The band gap of a crystal is the energy between its highest filled and its lowest empty electronic level. If both are taken at the same wave vector, it is a direct gap. Here both gaps were computed for germanium with a hybrid functional, without spin–orbit coupling, in one unstretched cell and six stretched equally in all directions.

Germanium in the diamond structure, computed with Ansatz 0.2.0 using HSE06, plane waves and PAW, without spin polarisation or spin–orbit coupling. The cells are r2SCAN geometries strained equally in all directions. The wave cutoff is 420 eV, the k mesh 6×6×6 and the Fermi–Dirac smearing width 0.02 eV; gaps are the least found over the mesh and high-symmetry points.

| volume (Å³/atom) | shortest distance (Å) | band gap (eV) | least direct gap (eV) |
| --- | --- | --- | --- |
| 22.831 | 2.457 | 0.776 | 0.779 |
| 23.523 | 2.481 | 0.471 | 0.471 |
| 24.228 | 2.506 | 0.170 | 0.170 |
| 24.948 | 2.531 | 0.000 | 0.000 |
| 25.050 | 2.534 | 0.000 | 0.000 |
| 25.681 | 2.555 | 0.000 | 0.000 |
| 26.558 | 2.584 | 0.000 | 0.000 |

The first three rows show a gap that closes quickly, and the last four show a gap that is zero. It is tempting to conclude that the stretching has done its work by then and that nothing further happens to the levels. That conclusion is wrong. The energy difference that closed the gap keeps changing through the zeros, but the gap no longer measures it.

Two kinds of level matter, both at Γ, the centre of the Brillouin zone. The valence top is a triplet of p-like bonding states, with six places for electrons when spin is counted. Above it lies a single s-like antibonding state with two places. An antibonding state owes its high energy to the overlap of neighbouring atoms, so it sinks when the atoms move apart, while the bonding triplet loses some of its stabilisation. The two therefore approach each other as the crystal expands.

Consider the two possible orders. In the denser cells of the table the singlet lies above the triplet; six electrons fill the triplet, and the direct gap at Γ equals the distance between the two kinds of level. In a very dilated crystal the singlet lies well below. It then takes two of the six electrons and leaves four for the six places of the triplet.

In that second case the highest filled and the lowest empty level both belong to the triplet. Cubic symmetry forces its three states to have the same energy, so the gap is exactly zero, however deep the singlet has sunk. Let $\Delta$ be the energy of the singlet minus that of the triplet. The gap at Γ equals $\Delta$ while $\Delta$ is positive and stays at zero once $\Delta$ is negative.

A simple model shows what the zeros hide. If each further per cent of volume shifts the levels by the same amount, $\Delta$ falls linearly with the logarithm of the volume $V$:

$$\Delta(V) = a - b\,\ln\frac{V}{V_0},$$

where $V_0$ is the volume of the first row. A least-squares fit to the least direct gap of the three open rows gives $a = 0.778$ eV and $b = 10.25$ eV. The closed rows were left out because their gap no longer reports $\Delta$. The direct gap was used because the band gap of the first row belongs to a different conduction level, at the zone boundary point L, though only 3 meV lower.

The line reproduces the three open rows to about 1 meV, a mild test for two constants and three points. It reaches zero at about 24.6 Å³ per atom, between the last open row and the first closed one. The more telling use is beyond that point. For the row at 25.050 Å³ per atom, which was not part of the fit,

$$\Delta \approx 0.778 - 10.25\,\ln\frac{25.050}{22.831} \approx -0.17\ \text{eV}.$$

The table prints 0.000 there. Taken as a prediction of the gap, the line fails; taken as a prediction of $\Delta$, it says that the singlet now lies below the triplet.

The occupations confirm this order. At 25.681 Å³ per atom, each of the three triplet states at Γ holds 1.333 electrons, four in total, and the singlet beneath them is full. At 23.523 Å³ per atom the triplet still lies below the singlet. The levels have changed places, which the two gap columns alone could not reveal.

The Fermi level carries the same signature in all four closed rows. The calculation spreads the occupations with a Fermi–Dirac function of width $kT = 0.02$ eV. For a state to be two-thirds full, the Fermi level must lie $kT\ln 2$ above it, which is 13.9 meV. That is the distance found in each closed row, and it does not grow as the crystal expands. On this mesh only Γ is appreciably part-filled, so the smearing width alone sets the distance; a finer mesh could change it. Symmetry makes the three states share their four electrons equally and fixes the zero itself.

Near the crossing, even the depth of the singlet can be recovered. A tiny fraction of its two electrons is still excited into the triplet, which adds a little to the entropy term $TS$ that accompanies the smearing. To a good approximation, the excess over the entropy term of the two-thirds-full triplet alone is

$$\delta(TS) = 2wkT\,e^{-x}\,(x + 1 - \ln 2),$$

where $w = 1/216$ is the weight of Γ in the mesh and $x$ is the depth of the singlet below the Fermi level in units of $kT$. The exponential makes this small quantity a sensitive gauge of depth. The same way of counting, applied to the open rows at 23.523 and 24.228 Å³ per atom, where the gap is known, agrees with the computed entropy to within 1 per cent.

Solving for $x$ and measuring from the triplet gives $\Delta \approx -0.16$ eV at 24.948 Å³ per atom and $-0.19$ eV at 25.050. Two rows with the same printed gap therefore differ in the quantity that matters, and in the direction set by the open rows. Further out, the singlet is so nearly full that its entropy no longer gives its depth. A small excess does return in the widest cell, but it most likely comes from the conduction level at L, which has sunk far enough to take up a trace of electrons. For the two widest cells, $\Delta$ needs neither the entropy nor the extrapolated line, because the runs print the levels at Γ. Singlet minus triplet, read from those levels, is negative in both cells. The line's own values there, about −0.43 and −0.77 eV, are only predictions, to be tested against the printed levels.

The two depths found from the entropy also expose a smaller weakness of the line. Both lie about 0.02 eV below the line. The slight flattening of the slope among the open rows would, if continued, place the singlet higher, so it does not explain the difference. A plausible cause is the exact exchange in the hybrid functional, which lowers a level when it fills. On a finite mesh Γ carries a noticeable weight, so its refilling can shift the levels by a few hundredths of an electronvolt. This remains a guess until a denser mesh is tried; the shift should then shrink. The notes supplied with the data add a general caution, which is not a message from these runs: hybrid calculations of gapless states are unchecked. The depths in the closed rows are therefore less certain than the zeros, which symmetry fixes. Apart from loose thresholds for the stress, the closed runs themselves report only that the number of filled bands differs between k points, as expected when the triplet at Γ is part-filled.

Leaving out spin–orbit coupling matters more for the position of the crossing. The functional's own error in the gap also affects that position, but cannot be judged from this table. The absence of the coupling can be seen in the occupations, since three p-like states share their electrons equally. In real germanium the coupling splits these six places into an upper group of four and a lower group of two, roughly 0.3 eV apart (a recalled value). The upper group rises by a third of the splitting, so the open gaps shrink by about 0.1 eV and the crossing moves from about 24.6 to about 24.4 Å³ per atom. Beyond it, two electrons would occupy the upper four places, and symmetry would still hold the gap at zero.

For germanium light emitters and detectors, the useful result is the slope in the open rows: one per cent more volume narrows the direct gap by about 0.1 eV. In a film this is only part of the change. A film is usually strained in its plane, which breaks the cubic symmetry and splits the triplet. The splitting alters the gap as well, and after the inversion an exact zero is no longer guaranteed.

The same reasoning applies to other crystals with this structure if their lowest conduction level at Γ is s-like. What counts is the sign of $\Delta$, not whether the gap happens to be zero. Grey tin is the familiar example in which the s-like level lies below the p-like one without any stretching, and it too has no gap. When a computed gap falls steeply and then stays at exactly zero, the next step is to identify the levels and follow their signed separation.
